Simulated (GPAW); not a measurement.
ZrC:

```
Zr C
1.0
     0.00000    2.36500    2.36500
     2.36500    0.00000    2.36500
     2.36500    2.36500    0.00000
Zr C
1 1
Cartesian
  2.3650 2.3650 2.3650
  0.0000 0.0000 0.0000
```

| Quantity | Value |
| --- | --- |
| Program | GPAW 26.7.0 |
| Task | relaxation of cell and atoms |
| Functional | PBEsol |
| Potentials or basis | PAW data sets generated in the run's folder for this functional |
| Cutoff | 800 eV |
| Basis | pw |
| k mesh | 10 × 10 × 10 |
| Occupations | fermi-dirac, width 0.05 eV |
| Spin | no spin polarisation |

At the start: pressure -9.3 GPa; volume 13.23 Å³/atom.

How do energy, volume and symmetry change on relaxing?

Over 4 steps the energy falls by 16.1 meV/atom and the volume is 12.67 Å³/atom (-4.2 %); space group Fm-3m (No. 225, to 0.05 Å).

Step by step:
```
step  energy change (eV)  largest force (eV/Å)  pressure (GPa)  volume (Å³)
   1              0.0000                0.0000           -9.31        26.46
   2             -0.0202                0.0000           -5.93        26.02
   3             -0.0321                0.0000            0.28        25.31
   4             -0.0322                0.0000           -0.01        25.35
```

Final structure:
```xyz
2
Lattice="0.0000 2.3314 2.3314 2.3314 0.0000 2.3314 2.3314 2.3314 0.0000" Properties=species:S:1:pos:R:3 pbc="T T T"
Zr    2.3314    2.3314    2.3314
C     0.0000    0.0000    0.0000
```

Caveat: later steps reuse the first step's grids.
